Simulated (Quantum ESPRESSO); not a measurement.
# Al (Fm-3m) in Quantum ESPRESSO: notebook, part 2 of 4

Quantum ESPRESSO 7.5.

**3. Phonons, PBE**

The input, pw.in:

```
&CONTROL
  calculation = 'scf'
  prefix = 'pwscf'
  outdir = './tmp'
  pseudo_dir = './pseudo'
  tprnfor = .true.
  tstress = .true.
  disk_io = 'low'
/
&SYSTEM
  ibrav = 0
  nat = 1
  ntyp = 1
  ecutwfc = 45
  ecutrho = 360
  nbnd = 6
  occupations = 'smearing'
  smearing = 'mv'
  degauss = 0.01469973
/
&ELECTRONS
  conv_thr = 2d-10
  electron_maxstep = 120
  mixing_beta = 0.5
/
ATOMIC_SPECIES
Al    26.9815 al_pbe_v1.uspp.F.UPF
CELL_PARAMETERS bohr
   0.0000000000    3.8263269058    3.8263269058
   3.8263269058    0.0000000000    3.8263269058
   3.8263269058    3.8263269058    0.0000000000
ATOMIC_POSITIONS bohr
Al     0.0000000000    0.0000000000    0.0000000000
K_POINTS automatic
11 11 11 0 0 0
```

The input, relax.in:

```
&CONTROL
  calculation = 'vc-relax'
  prefix = 'pwscf'
  outdir = './tmp'
  pseudo_dir = './pseudo'
  tprnfor = .true.
  tstress = .true.
  disk_io = 'low'
  nstep = 40
  forc_conv_thr = 0.0001
  etot_conv_thr = 1d-06
/
&SYSTEM
  ibrav = 0
  nat = 1
  ntyp = 1
  ecutwfc = 45
  ecutrho = 360
  nbnd = 6
  occupations = 'smearing'
  smearing = 'mv'
  degauss = 0.01469973
/
&ELECTRONS
  conv_thr = 2d-10
  electron_maxstep = 120
  mixing_beta = 0.5
/
&IONS
  ion_dynamics = 'bfgs'
/
&CELL
  cell_dynamics = 'bfgs'
  press = 0
  press_conv_thr = 0.2
/
ATOMIC_SPECIES
Al    26.9815 al_pbe_v1.uspp.F.UPF
CELL_PARAMETERS bohr
   0.0000000000    3.8263269058    3.8263269058
   3.8263269058    0.0000000000    3.8263269058
   3.8263269058    3.8263269058    0.0000000000
ATOMIC_POSITIONS bohr
Al     0.0000000000    0.0000000000    0.0000000000
K_POINTS automatic
11 11 11 0 0 0
```

The input, scf2.in:

```
&CONTROL
  calculation = 'scf'
  prefix = 'pwscf'
  outdir = './tmp'
  pseudo_dir = './pseudo'
  tprnfor = .true.
  tstress = .true.
  disk_io = 'low'
/
&SYSTEM
  ibrav = 0
  nat = 1
  ntyp = 1
  ecutwfc = 45
  ecutrho = 360
  nbnd = 6
  occupations = 'smearing'
  smearing = 'mv'
  degauss = 0.01469973
/
&ELECTRONS
  conv_thr = 1d-13
  electron_maxstep = 120
  mixing_beta = 0.5
  startingpot = 'file'
  startingwfc = 'file'
/
ATOMIC_SPECIES
Al    26.9815 al_pbe_v1.uspp.F.UPF
CELL_PARAMETERS bohr
   0.0000000000    3.8199794062    3.8199794062
   3.8199794062    0.0000000000    3.8199794062
   3.8199794062    3.8199794062    0.0000000000
ATOMIC_POSITIONS bohr
Al     0.0000000000    0.0000000000    0.0000000000
K_POINTS automatic
11 11 11 0 0 0
```

The input, ph.in:

```
phonons of Al
&INPUTPH
  prefix = 'pwscf'
  outdir = './tmp'
  tr2_ph = 1d-18
  fildyn = 'dyn'
  niter_ph = 90
  alpha_mix(1) = 0.4
/
0.1767766953 0.7071067812 0.1767766953
```

Potentials or basis: GBRV 1.5 PBE.

On the command line:

```console
OMP_NUM_THREADS=1 pw.x -in pw.in > pw.out
OMP_NUM_THREADS=1 pw.x -in relax.in > relax.out
OMP_NUM_THREADS=1 pw.x -in scf2.in > scf2.out
OMP_NUM_THREADS=1 ph.x -in ph.in > ph.out
```

pw.out:

```text
This program is part of the open-source Quantum ESPRESSO suite
     for quantum simulation of materials; please cite
[... 9 lines left out ...]
     --------------------
     sticks:   dense  smooth     PW     G-vecs:    dense   smooth      PW
     Sum         733     367    121                12939     4621     893

     Using Slab Decomposition

     bravais-lattice index     =            0
     lattice parameter (alat)  =       5.4112  a.u.
     unit-cell volume          =     112.0408 (a.u.)^3
     number of atoms/cell      =            1
     number of atomic types    =            1
     number of electrons       =         3.00
     number of Kohn-Sham states=            6
     kinetic-energy cutoff     =      45.0000  Ry
     charge density cutoff     =     360.0000  Ry
     scf convergence threshold =      2.0E-10
     mixing beta               =       0.5000
     number of iterations used =            8  plain     mixing
     Exchange-correlation= SLA  PW   PBE  PBE
                           (   1   4   3   4   0   0   0)

     celldm(1)=   5.411243  celldm(2)=   0.000000  celldm(3)=   0.000000
     celldm(4)=   0.000000  celldm(5)=   0.000000  celldm(6)=   0.000000

     crystal axes: (cart. coord. in units of alat)
               a(1) = (   0.000000   0.707107   0.707107 )
               a(2) = (   0.707107   0.000000   0.707107 )
               a(3) = (   0.707107   0.707107   0.000000 )

     reciprocal axes: (cart. coord. in units 2 pi/alat)
[... 32 lines left out ...]
        k(    6) = (   0.3214122   0.3214122  -0.3214122), wk =   0.0120210
[... 48 lines left out ...]
        k(   55) = (  -0.0642824  -0.4499770   0.7071068), wk =   0.0360631
        k(   56) = (   0.0000000  -0.3856946   0.6428243), wk =   0.0360631

     Dense  grid:    12939 G-vectors     FFT dimensions: (  36,  36,  36)

     Smooth grid:     4621 G-vectors     FFT dimensions: (  24,  24,  24)

     Initial potential from superposition of free atoms

     starting charge       2.9975, renormalised to       3.0000
     Starting wfcs are    4 randomized atomic wfcs +    2 random wfcs

     Self-consistent Calculation

     iteration #  1     ecut=    45.00 Ry     beta= 0.50
     Davidson diagonalization with overlap
     ethr =  1.00E-02,  avg # of iterations =  5.6

     Threshold (ethr) on eigenvalues was too large:
     Diagonalizing with lowered threshold

     Davidson diagonalization with overlap
     ethr =  2.03E-04,  avg # of iterations =  2.0

     total energy              =      -6.70860339 Ry
     estimated scf accuracy    <       0.00610189 Ry
[... 29 lines left out ...]
     iteration #  6     ecut=    45.00 Ry     beta= 0.50
     Davidson diagonalization with overlap
     ethr =  5.11E-11,  avg # of iterations =  1.1

     End of self-consistent calculation

          k = 0.0000 0.0000 0.0000 (   537 PWs)   bands (ev):

    -3.2827  20.4222  20.4222  21.6677  21.6677  21.6677

          k = 0.0643 0.0643-0.0643 (   555 PWs)   bands (ev):
[... 215 lines left out ...]
          k = 0.0000-0.3857 0.6428 (   578 PWs)   bands (ev):

     6.4562   6.7079   8.1170   9.9747  21.6305  24.3631

     the Fermi energy is     7.8546 ev

!    total energy              =      -6.70828513 Ry
     estimated scf accuracy    <          2.6E-11 Ry
     smearing contrib. (-TS)   =       0.00002450 Ry
     internal energy E=F+TS    =      -6.70830963 Ry

     The total energy is F=E-TS. E is the sum of the following terms:
     one-electron contribution =       2.96563975 Ry
     hartree contribution      =       0.00824474 Ry
     xc contribution           =      -4.29010927 Ry
     ewald contribution        =      -5.39208485 Ry

     convergence has been achieved in   6 iterations

     Forces acting on atoms (cartesian axes, Ry/au):

     atom    1 type  1   force =     0.00000000    0.00000000    0.00000000

     Total force =     0.000000     Total SCF correction =     0.000000

     Computing stress (Cartesian axis) and pressure

          total   stress  (Ry/bohr**3)                   (kbar)     P=       -3.89
  -0.00002647  -0.00000000  -0.00000000           -3.89       -0.00       -0.00
  -0.00000000  -0.00002647  -0.00000000           -0.00       -3.89       -0.00
  -0.00000000  -0.00000000  -0.00002647           -0.00       -0.00       -3.89

=------------------------------------------------------------------------------=
   JOB DONE.
=------------------------------------------------------------------------------=
```

relax.out:

```text
This program is part of the open-source Quantum ESPRESSO suite
     for quantum simulation of materials; please cite
[... 9 lines left out ...]
     --------------------
     sticks:   dense  smooth     PW     G-vecs:    dense   smooth      PW
     Sum         733     367    121                12939     4621     893
[... 1804 lines left out ...]
  -0.00000010   0.00000000   0.00000000           -0.01        0.00        0.00
   0.00000000  -0.00000010   0.00000000            0.00       -0.01        0.00
   0.00000000   0.00000000  -0.00000010            0.00        0.00       -0.01

=------------------------------------------------------------------------------=
   JOB DONE.
=------------------------------------------------------------------------------=
```

scf2.out:

```text
This program is part of the open-source Quantum ESPRESSO suite
     for quantum simulation of materials; please cite
[... 9 lines left out ...]
     --------------------
     sticks:   dense  smooth     PW     G-vecs:    dense   smooth      PW
     Sum         733     361    121                12939     4573     893
[... 381 lines left out ...]
  -0.00000010   0.00000000   0.00000000           -0.01        0.00        0.00
   0.00000000  -0.00000010  -0.00000000            0.00       -0.01       -0.00
   0.00000000  -0.00000000  -0.00000010            0.00       -0.00       -0.01

=------------------------------------------------------------------------------=
   JOB DONE.
=------------------------------------------------------------------------------=
```

It took 80 s on 1 thread of Arm Neoverse V1, shared host; peak memory 0.09 GiB.

What came out:

| Item | Value |
| --- | --- |
| Free energy | -91.2710 eV |
| Relaxed volume | 16.52 Å³/atom |
| Relaxed cell | a = 2.859 Å, b = 2.859 Å, c = 2.859 Å, α = 60.00°, β = 60.00°, γ = 60.00° |
| Space group after relaxing (to 0.05 Å) | Fm-3m (No. 225) |
| Pressure after relaxing | 0.0 GPa |
| Band gap on the k mesh | none (metal or under the smearing width) |
| Highest phonon frequency at the q point run | 284 cm⁻¹ |

Step by step:
```
step  energy change (eV)  largest force (eV/Å)  pressure (GPa)  volume (Å³)
   1              0.0000                0.0000           -0.39        16.60
   2             -0.0001                0.0000           -0.24        16.57
   3             -0.0001                0.0000            0.00        16.52
   4             -0.0001                0.0000            0.00        16.52
```

Final structure:
```
Al
1.0
     0.00000    2.02145    2.02145
     2.02145    0.00000    2.02145
     2.02145    2.02145    0.00000
Al
1
Direct
  0.00000 0.00000 0.00000
```

Phonon frequencies in cm⁻¹ (negative: imaginary):
```csv
q point,frequencies
"(0.625, 0.250, 0.625)",176 259 284
```

Phonon modes at q = (0.625, 0.250, 0.625) in reciprocal lattice units:
| mode | symmetry | cm⁻¹ |
| --- | --- | --- |
| 1 | B_1 | 176 |
| 2 | A_1 | 259 |
| 3 | B_2 | 284 |

Caveat: the q point doesn't lie on the k mesh, which can shift a metal's frequencies strongly unless the mesh is converged.

**4. Phonons, PBE**

pw.in is that of step 3.

relax.in is that of step 3.

scf2.in is that of step 3.

Edit ph.in of step 3 so:

```diff
@@ -9,2 +9,2 @@
 /
-0.1767766953 0.7071067812 0.1767766953
+0.3535533906 0.7071067812 -0.0000000000
```

Potentials or basis: GBRV 1.5 PBE.

On the command line:

```console
OMP_NUM_THREADS=1 pw.x -in pw.in > pw.out
OMP_NUM_THREADS=1 pw.x -in relax.in > relax.out
OMP_NUM_THREADS=1 pw.x -in scf2.in > scf2.out
OMP_NUM_THREADS=1 ph.x -in ph.in > ph.out
```

pw.out:

```text
This program is part of the open-source Quantum ESPRESSO suite
     for quantum simulation of materials; please cite
[... 9 lines left out ...]
     --------------------
     sticks:   dense  smooth     PW     G-vecs:    dense   smooth      PW
     Sum         733     367    121                12939     4621     893

     Using Slab Decomposition

     bravais-lattice index     =            0
     lattice parameter (alat)  =       5.4112  a.u.
     unit-cell volume          =     112.0408 (a.u.)^3
     number of atoms/cell      =            1
     number of atomic types    =            1
     number of electrons       =         3.00
     number of Kohn-Sham states=            6
     kinetic-energy cutoff     =      45.0000  Ry
     charge density cutoff     =     360.0000  Ry
     scf convergence threshold =      2.0E-10
     mixing beta               =       0.5000
     number of iterations used =            8  plain     mixing
     Exchange-correlation= SLA  PW   PBE  PBE
                           (   1   4   3   4   0   0   0)

     celldm(1)=   5.411243  celldm(2)=   0.000000  celldm(3)=   0.000000
     celldm(4)=   0.000000  celldm(5)=   0.000000  celldm(6)=   0.000000

     crystal axes: (cart. coord. in units of alat)
               a(1) = (   0.000000   0.707107   0.707107 )
               a(2) = (   0.707107   0.000000   0.707107 )
               a(3) = (   0.707107   0.707107   0.000000 )

     reciprocal axes: (cart. coord. in units 2 pi/alat)
               b(1) = ( -0.707107  0.707107  0.707107 )
               b(2) = (  0.707107 -0.707107  0.707107 )
               b(3) = (  0.707107  0.707107 -0.707107 )

     PseudoPot. # 1 for Al read from file:
     al_pbe_v1.uspp.F.UPF
     Pseudo is Ultrasoft + core correction, Zval =  3.0
     Generated by new atomic code, or converted to UPF format
     Using radial grid of  893 points,  3 beta functions with:
                l(1) =   0
                l(2) =   1
                l(3) =   2
     Q(r) pseudized with  8 coefficients,  rinner =    0.900   0.900   0.900
                                                       0.900   0.900

     atomic species   valence    mass     pseudopotential
     Al                3.00    26.98150     Al( 1.00)

     48 Sym. Ops., with inversion, found

   Cartesian axes

     site n.     atom                  positions (alat units)
         1        Al     tau(   1) = (   0.0000000   0.0000000   0.0000000  )

     number of k points=    56  Marzari-Vanderbilt smearing, width (Ry)=  0.0147
                       cart. coord. in units 2pi/alat
        k(    1) = (   0.0000000   0.0000000   0.0000000), wk =   0.0015026
        k(    2) = (   0.0642824   0.0642824  -0.0642824), wk =   0.0120210
        k(    3) = (   0.1285649   0.1285649  -0.1285649), wk =   0.0120210
        k(    4) = (   0.1928473   0.1928473  -0.1928473), wk =   0.0120210
        k(    5) = (   0.2571297   0.2571297  -0.2571297), wk =   0.0120210
        k(    6) = (   0.3214122   0.3214122  -0.3214122), wk =   0.0120210
[... 48 lines left out ...]
        k(   55) = (  -0.0642824  -0.4499770   0.7071068), wk =   0.0360631
        k(   56) = (   0.0000000  -0.3856946   0.6428243), wk =   0.0360631

     Dense  grid:    12939 G-vectors     FFT dimensions: (  36,  36,  36)

     Smooth grid:     4621 G-vectors     FFT dimensions: (  24,  24,  24)

     Initial potential from superposition of free atoms

     starting charge       2.9975, renormalised to       3.0000
     Starting wfcs are    4 randomized atomic wfcs +    2 random wfcs

     Self-consistent Calculation

     iteration #  1     ecut=    45.00 Ry     beta= 0.50
     Davidson diagonalization with overlap
     ethr =  1.00E-02,  avg # of iterations =  5.6

     Threshold (ethr) on eigenvalues was too large:
     Diagonalizing with lowered threshold

     Davidson diagonalization with overlap
     ethr =  2.03E-04,  avg # of iterations =  2.0

     total energy              =      -6.70860339 Ry
     estimated scf accuracy    <       0.00610189 Ry

     iteration #  2     ecut=    45.00 Ry     beta= 0.50
     Davidson diagonalization with overlap
     ethr =  2.03E-04,  avg # of iterations =  1.0

     total energy              =      -6.70823751 Ry
     estimated scf accuracy    <       0.00129165 Ry

     iteration #  3     ecut=    45.00 Ry     beta= 0.50
     Davidson diagonalization with overlap
     ethr =  4.31E-05,  avg # of iterations =  1.3

     total energy              =      -6.70828448 Ry
     estimated scf accuracy    <       0.00000353 Ry
[... 5 lines left out ...]
     total energy              =      -6.70828512 Ry
     estimated scf accuracy    <       0.00000003 Ry

     iteration #  5     ecut=    45.00 Ry     beta= 0.50
     Davidson diagonalization with overlap
     ethr =  8.36E-10,  avg # of iterations =  1.6

     total energy              =      -6.70828513 Ry
     estimated scf accuracy    <          1.5E-09 Ry

     iteration #  6     ecut=    45.00 Ry     beta= 0.50
     Davidson diagonalization with overlap
     ethr =  5.11E-11,  avg # of iterations =  1.1

     End of self-consistent calculation

          k = 0.0000 0.0000 0.0000 (   537 PWs)   bands (ev):

    -3.2827  20.4222  20.4222  21.6677  21.6677  21.6677

          k = 0.0643 0.0643-0.0643 (   555 PWs)   bands (ev):

    -3.0589  17.4808  19.7342  19.7342  22.4022  22.6797

          k = 0.1286 0.1286-0.1286 (   567 PWs)   bands (ev):

    -2.3891  13.8574  18.9926  18.9926  22.1854  23.5174

          k = 0.1928 0.1928-0.1928 (   573 PWs)   bands (ev):

    -1.2787  10.4437  18.5823  18.5823  21.9788  22.0476

          k = 0.2571 0.2571-0.2571 (   580 PWs)   bands (ev):
[... 195 lines left out ...]
          k =-0.1286-0.3857 0.6428 (   566 PWs)   bands (ev):

     4.4864   6.7631  10.0918  10.9717  21.8305  22.7193

          k =-0.0643-0.4500 0.7071 (   568 PWs)   bands (ev):

     5.0680   8.3661   8.4221   9.9305  20.4288  22.0034

          k = 0.0000-0.3857 0.6428 (   578 PWs)   bands (ev):

     6.4562   6.7079   8.1170   9.9747  21.6305  24.3631

     the Fermi energy is     7.8546 ev

!    total energy              =      -6.70828513 Ry
     estimated scf accuracy    <          2.6E-11 Ry
     smearing contrib. (-TS)   =       0.00002450 Ry
     internal energy E=F+TS    =      -6.70830963 Ry

     The total energy is F=E-TS. E is the sum of the following terms:
     one-electron contribution =       2.96563975 Ry
     hartree contribution      =       0.00824474 Ry
     xc contribution           =      -4.29010927 Ry
     ewald contribution        =      -5.39208485 Ry

     convergence has been achieved in   6 iterations

     Forces acting on atoms (cartesian axes, Ry/au):

     atom    1 type  1   force =     0.00000000    0.00000000    0.00000000

     Total force =     0.000000     Total SCF correction =     0.000000

     Computing stress (Cartesian axis) and pressure

          total   stress  (Ry/bohr**3)                   (kbar)     P=       -3.89
  -0.00002647  -0.00000000  -0.00000000           -3.89       -0.00       -0.00
  -0.00000000  -0.00002647  -0.00000000           -0.00       -3.89       -0.00
  -0.00000000  -0.00000000  -0.00002647           -0.00       -0.00       -3.89

=------------------------------------------------------------------------------=
   JOB DONE.
=------------------------------------------------------------------------------=
```

scf2.out:

```text
This program is part of the open-source Quantum ESPRESSO suite
     for quantum simulation of materials; please cite
[... 9 lines left out ...]
     --------------------
     sticks:   dense  smooth     PW     G-vecs:    dense   smooth      PW
     Sum         733     361    121                12939     4573     893
[... 381 lines left out ...]
  -0.00000010   0.00000000   0.00000000           -0.01        0.00        0.00
   0.00000000  -0.00000010  -0.00000000            0.00       -0.01       -0.00
   0.00000000  -0.00000000  -0.00000010            0.00       -0.00       -0.01

=------------------------------------------------------------------------------=
   JOB DONE.
=------------------------------------------------------------------------------=
```

It took 49 s on 1 thread of Arm Neoverse V1, shared host; peak memory 0.09 GiB.

Results:

```yaml
Free_energy: -91.2710 eV
Relaxed_volume: 16.52 Å³/atom
Relaxed_cell: a = 2.859 Å, b = 2.859 Å, c = 2.859 Å, α = 60.00°, β = 60.00°, γ = 60.00°
Space_group_after_relaxing_to_0.05_Å: Fm-3m (No. 225)
Pressure_after_relaxing: 0.0 GPa
Band_gap_on_the_k_mesh: none (metal or under the smearing width)
Highest_phonon_frequency_at_the_q_point_run: 257 cm⁻¹
```

Step by step:
| step | energy change (eV) | largest force (eV/Å) | pressure (GPa) | volume (Å³) |
| --- | --- | --- | --- | --- |
| 1 | 0.0000 | 0.0000 | -0.39 | 16.60 |
| 2 | -0.0001 | 0.0000 | -0.24 | 16.57 |
| 3 | -0.0001 | 0.0000 | 0.00 | 16.52 |
| 4 | -0.0001 | 0.0000 | 0.00 | 16.52 |

Final structure:
```xyz
1
Lattice="0.0000 2.0214 2.0214 2.0214 0.0000 2.0214 2.0214 2.0214 0.0000" Properties=species:S:1:pos:R:3 pbc="T T T"
Al    0.0000    0.0000    0.0000
```

Phonon frequencies in cm⁻¹ (negative: imaginary):
```
              q point  frequencies
(0.500, 0.250, 0.750)  216 257 257
```

Phonon modes at q = (0.500, 0.250, 0.750) in reciprocal lattice units:
| mode | symmetry | cm⁻¹ |
| --- | --- | --- |
| 1 | B_2 | 216 |
| 2 | E | 257 |
| 3 | E | 257 |

Caveat: the q point doesn't lie on the k mesh, which can shift a metal's frequencies strongly unless the mesh is converged.

(Part 2 of 4 ends here.)
